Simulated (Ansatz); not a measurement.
ZrO₂ (fluorite)

```yaml
crystal:
  lattice:
    - [0.00000, 2.54457, 2.54457]
    - [2.54457, 0.00000, 2.54457]
    - [2.54457, 2.54457, 0.00000]
  atoms:
    - { symbol: Zr, position: [0.00000, 0.00000, 0.00000] }
    - { symbol: O, position: [0.25000, 0.25000, 0.25000] }
    - { symbol: O, position: [0.75000, 0.75000, 0.75000] }
```

A phonon eigenvector at Γ is frozen into this cell: atom i moves by Q times the vector below, so Q is the largest atomic displacement, in Å. The cell is held. It is one choice among 3 degenerate patterns.

```tsv
atom	x	y	z
Zr1	0.000	0.000	-0.351
O2	0.000	0.000	1.000
O3	0.000	0.000	1.000
```

Method: r2SCAN (plane waves to 500 eV, PAW, scalar-relativistic; Ansatz, a quantum-chemistry and plane-wave program). k mesh 11×11×11 (Γ-centred), Fermi-Dirac smearing 0.05 eV. The energy includes the smearing's −TS. The PAW data are Ansatz's earlier set. This is a high-temperature form of ZrO2. ZrO2 is run without spin polarisation. ZrO2 was relaxed with its symmetry unable to fall. The zero of ΔE is the undisplaced structure.

| Q (Å) | ΔE (meV/cell) |
|---|---|
| -0.180 | withheld |
| -0.150 | 120.3 |
| -0.120 | 73.4 |
| -0.090 | 39.6 |
| -0.060 | 17.0 |
| -0.030 | 4.2 |
| 0.000 | 0.0 |
| 0.030 | 4.2 |
| 0.060 | 17.0 |
| 0.090 | 39.6 |
| 0.120 | 73.4 |
| 0.150 | 120.3 |
| 0.180 | withheld |

**Question.** Fit an even polynomial form (powers 2, 4) to the given rows and predict ΔE at Q = 0.180.

**Answer.** Least squares on the 11 given rows: ΔE = (4636)·Q² + (31660)·Q⁴, in meV/cell with Q in Å; root-mean-square residual 0.06 meV/cell. At 0.180 the fit gives 183.4 meV/cell; the calculation gives 182.4 meV/cell, so the extrapolation is off by 1.0 (+0.5 %). The quadratic term alone would give 150.2 meV/cell.

(A displaced cell: forces are minus the slopes of the energy, force constants its curvatures, and phonons follow from these.)
